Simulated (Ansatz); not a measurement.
An Ansatz input:

```yaml
crystal:
  lattice:
    - [-1.9422668105, 1.9422668105, 1.9422668105]
    - [1.9422668105, -1.9422668105, 1.9422668105]
    - [1.9422668105, 1.9422668105, -1.9422668105]
  atoms:
    - { symbol: Sn, position: [0.0, 0.0, 0.0] }
hamiltonian:
  xc: revpbe
  pseudopotentials:
    kind: paw
    azcp:
      Sn: "pseudopotentials/Sn.paw.azcp"
basis:
  ecutwfc: 420
  fft_grid_basis: typed
kpoints:
  mp_grid: { grid: [13, 13, 13], shift: [0, 0, 0] }
magnetization:
  spin_polarized: false
scf:
  occupations: { method: fermi_dirac, width: 0.1 }
  lower_state_search: "off"
output:
  stress: true
  write_density: true
  write_potential: true
  elf: true
  volumetric_format: npy
```

and its output:

```
Engine: ansatz 0.2.0, aarch64-unknown-linux-gnu
Pseudopotentials: kind: paw
Pseudopotential: Sn, paw, valence charge 14, recommended cutoff 420 eV (normal) 
Functional definition: revPBE
  parameter kappa = 1.245
  parameter beta = 0.06672455060314922
  exchange = pbe_x(kappa = kappa, mu = beta*pi^2/3)
  correlation = pbe_c(beta = beta)
Crystal: 1 atoms, lattice volume = 29.308 Å³
Basis set: ecut = 420 eV, 603 PW (Γ)
Bands: 11, of which v1, the nominal top of the filled ones, is band 7 counted from 1 (6 counted from 0)
Symmetry: 48 space group operations
Space group: Im-3m (ITA 229), of the structure as read, at distance tolerance 3.1e-5 Å
k-points: 84 of 2197
Non-local potential: Sn, projectors of the file, l = 0: 2, l = 1: 2, l = 2: 2, l = 3: 2
PAW form: soft (Blöchl's): semilocal exchange-correlation on the pseudo side does not see the compensation charge
PAW frozen core: Sn, regenerated for the run's functional, and the local potential with it (the file was generated under x = pbe(κ = 0.804, μ = 0.2195149727645171), c = pbe(β = 0.06672455060314922))
PAW one-centre angular grid: Sn, 590 points (default); XC on 64 Gauss nodes
Initial density: superposition of atomic densities (neutral atoms: chi_scale 0, normalization atom), corrected by the library's trained network
Initial wavefunctions: pseudopotential atomic-orbital guess
Functional: x = revpbe(κ = 1.245, μ = 0.2195149727645171), c = pbe(β = 0.06672455060314922)
SCF iter   1: F=—  HF=-6030.233377 eV  |F-HF|=—  |Δ(HF+E_count)|=         —  Δρ=1.69e-3  dr2=4.22e-4  ethr=1.77e-3  ⟨swp⟩=5.0  Hψ=5363  notcnv=0
SCF iter   2: F=—  HF=-6030.232717 eV  |F-HF|=—  |Δ(HF+E_count)|=   6.60e-4  Δρ=6.97e-4  dr2=8.28e-5  ethr=3.01e-6  ⟨swp⟩=2.0  Hψ=2103  notcnv=0
SCF iter   3: F=—  HF=-6030.232741 eV  |F-HF|=—  |Δ(HF+E_count)|=   2.43e-5  Δρ=3.26e-4  dr2=2.41e-5  ethr=5.92e-7  ⟨swp⟩=1.0  Hψ=914  notcnv=0
SCF iter   4: F=—  HF=-6030.232749 eV  |F-HF|=—  |Δ(HF+E_count)|=   7.76e-6  Δρ=6.58e-5  dr2=1.56e-6  ethr=1.72e-7  ⟨swp⟩=1.8  Hψ=1063  notcnv=0
iter 5 did not close the SCF: its close was put off for the readings that it lacked (scf_convergence_deferred on its scf_iter line)
SCF iter   5: F=-6030.232749 eV  HF=-6030.232749 eV  |F-HF|=8.72e-9  |Δ(HF+E_count)|=   8.32e-9  Δρ=5.64e-6  dr2=6.06e-9  ethr=1.11e-8  ⟨swp⟩=2.4  Hψ=1440  notcnv=0
SCF iter   6: F=-6030.232749 eV  HF=-6030.232749 eV  |F-HF|=2.34e-10  |Δ(HF+E_count)|=   8.85e-9  Δρ=1.02e-6  dr2=1.49e-10  ethr=4.33e-11  ⟨swp⟩=5.3  Hψ=4535  notcnv=0
SCF 1 converged in 6 iterations: F = -6030.232749 eV  dr2 = 1.49e-10
SCF converged after 6 iterations
Free energy (F): -6030.232749 eV
Harris-Foulkes:  -6030.232749 eV  (|F-HF|=2.34e-10)
Internal energy: -6030.211091 eV  (E = F + TS)
E sigma→0 (E₀):  -6030.221920 eV
Entropy (-TS):   -0.021658 eV (-21.658 meV/atom)
Fermi energy:    9.845436 eV
--- Per-component energies (eV) ---
  E_band       = -94.394040
  E_kinetic    = 184.744681
  E_local      = -874.659880  (includes V_loc(G=0)·N_el)
  E_nonlocal   = -33.265337
  E_hartree    = 538.269468
  E_xc         = -382.818319
  E_vxc        = -95.097156  (∫ρ·V_xc dr)
  E_paw        = -4140.447599  (= ΣΔE_a)
  E_vpaw       = -352.655641  (= ΣTr[D̂ρ^β])
  E_aug_tail   = -0.000000  (compensation charges beyond the density's cutoff)
  E_ewald      = -1322.053123
  E_core_change = 0.019018  (= ΣΔE_core)
  E_smearing   = -0.021658  (= −TS)
  E_closure    = -0.000000  (closes the sum)
  Σ components = -6030.232749   (vs F -6030.232749, Δ=0.00e0)
--- Stress (GPa, compression-positive) ---
       -1.349083       0.000000       0.000000
        0.000000      -1.349083       0.000000
        0.000000       0.000000      -1.349083
  P = ⅓ Tr σ = -1.3491 GPa (-13.491 kbar)
--- Band table (eV; the first three rows and the last of 84) ---
  k-point 0: bands = ["-11.7068", "-11.7068", "-11.7068", "-11.5981", "-11.5981", "-0.6828", "17.2040", "17.2040", "17.2040", "21.7764", "21.7764"]
  k-point 1: bands = ["-11.7088", "-11.7036", "-11.6970", "-11.6003", "-11.5984", "-0.5618", "16.1881", "16.7584", "17.0642", "20.4576", "20.7195"]
  k-point 2: bands = ["-11.7142", "-11.6956", "-11.6696", "-11.6060", "-11.5993", "-0.1991", "14.0790", "15.8393", "16.6738", "19.3687", "19.7549"]
  k-point 83: bands = ["-11.7168", "-11.7149", "-11.5511", "-11.5511", "-11.5504", "6.7298", "9.4973", "9.5444", "9.5444", "13.7422", "14.1323"]
```
